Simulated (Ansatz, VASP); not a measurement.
TiO2 in VASP and in Ansatz

File INCAR:

```
  PREC = Accurate
  ENCUT = 520
  EDIFF = 1E-6
  ISMEAR = 0
  SIGMA = 0.011
  LREAL = False
  LASPH = True
  NELM = 80
  ALGO = Normal
  ISIF = 2
  LWAVE = False
  LCHARG = False
  GGA = PE
  NBANDS = 33
```

KPOINTS

```
regular mesh
0
Gamma
  6 6 9
```

POSCAR

```
TiO2
1.0
    4.5998373239      0.0000000000      0.0000000000
    0.0000000000      4.5998373239      0.0000000000
    0.0000000000      0.0000000000      2.9592135600
Ti O
2 4
Direct
    0.0000000000      0.0000000000      0.5000000000
    0.5000000000      0.5000000000      0.0000000000
    0.3043213200      0.3043213200      0.5000000000
    0.1956786800      0.8043213200      0.0000000000
    0.8043213200      0.1956786800      0.0000000000
    0.6956786800      0.6956786800      0.5000000000
```

Contents of input.yaml:

```yaml
crystal:
  lattice:
    - [4.5998373239, 0.0, 0.0]
    - [0.0, 4.5998373239, 0.0]
    - [0.0, 0.0, 2.95921356]
  atoms:
    - { symbol: Ti, position: [0.0, 0.0, 0.5] }
    - { symbol: Ti, position: [0.5, 0.5, 0.0] }
    - { symbol: O, position: [0.30432132, 0.30432132, 0.5] }
    - { symbol: O, position: [0.19567868, 0.80432132, 0.0] }
    - { symbol: O, position: [0.80432132, 0.19567868, 0.0] }
    - { symbol: O, position: [0.69567868, 0.69567868, 0.5] }
hamiltonian:
  xc: pbe
  pseudopotentials: { kind: paw }
kpoints:
  mp_grid: { grid: [6, 6, 9] }
scf:
  occupations: { method: gaussian, width: 0.011 }
output:
  forces: true
  stress: true
  eigenvalues: true
  write_density: true
  write_potential: true
  elf: true
  volumetric_format: npy
```

The cell is a database's computed one.

Alike in both runs: task single point; functional PBE; k mesh 6 × 6 × 9; occupations gaussian, width 0.011 eV; no spin polarisation.

```csv
,VASP,Ansatz
version,VASP 6.6.1,Ansatz 0.2.0
potentials or method,"VASP PAW PBE potentials, release 64 (Ti_sv, O)",Ansatz PAW
plane-wave cutoff (eV),520,420
valence electrons in the cell,48,48
```

```csv
,VASP,Ansatz,Ansatz less VASP
gap on the k mesh at the Fermi level (eV),1.84,1.87,+0.027
least direct gap on the mesh (eV),1.84,1.87,+0.027
pressure (GPa),4.9,4.2,-0.68
largest component of the traceless stress (GPa),0.35,0.55,+0.198
rms of the force components (eV/Å),0.010,0.002,-0.0079
```

Atom by atom the forces differ by 0.012 eV/Å (rms over components).

Caveats: an odd mesh through Γ misses points on the zone boundary, where band edges often lie (VASP); odd divisions of the mesh miss points on the zone boundary, where band edges often lie, so the gap on the mesh can be too wide (Ansatz); the pressure holds a Pulay correction of +0.7 GPa for the finite cutoff (Ansatz).
